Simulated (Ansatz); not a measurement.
**ZrSi2: competing structures**

All numbers below come from DFT r2SCAN, scalar-relativistic, plane waves, PAW (Ansatz 0.2.0). All cells share a 500 eV cutoff and Γ-centred k meshes spaced at most 0.3 Å⁻¹ (0.19 for metals, 2π included).

Temperature and zero-point effects are left out. The comparison covers the computed candidates alone. For metals, differences of a few meV/atom aren't resolved. No run is spin-polarised.

```
#          started from         space group  atoms  V (Å³/atom)  ΔE (meV/atom)  gap on mesh (eV)
1         database cell       Cmcm (No. 63)      6         16.8              0              0.00
2             AlB2 type    P6/mmm (No. 191)      3         16.6            366              0.00
3  rutile type, changed  P4_2/mnm (No. 136)      6         23.7           1170              0.00
```

The lowest structure: Space group Cmcm (No. 63), orthorhombic, a = 3.689 Å, b = 14.864 Å, c = 3.666 Å. Around Zr lie 10 Si at 2.72–2.98 Å; Si on Wyckoff site c (2 atoms of the primitive cell) has 2 Si at 2.39 Å, 4 Zr at 2.72 Å and 2 Zr at 2.98 Å (next Si at 3.47 Å); Si on Wyckoff site c (2 atoms of the primitive cell) has 4 Si at 2.60 Å and 4 Zr at 2.82 Å. Its energy against the elements is -0.66 eV/atom. The zero of energy is the lowest elemental structures computed at the same level; no fitted shifts are applied.

```xyz
6
Lattice="1.8443 -7.4320 0.0000 1.8443 7.4320 0.0000 0.0000 0.0000 3.6665" Properties=species:S:1:pos:R:3 pbc="T T T"
Zr    1.8443   -5.8578    2.7499
Zr    1.8443    5.8578    0.9166
Si    1.8443    0.7669    0.9166
Si    1.8443   -0.7669    2.7499
Si    1.8443    3.7112    2.7499
Si    1.8443   -3.7112    0.9166
```

The second: Space group P6/mmm (No. 191), hexagonal, a = 4.000 Å, c = 3.586 Å. Zr has 12 Si at 2.92 Å; around Si lie 3 Si at 2.31 Å.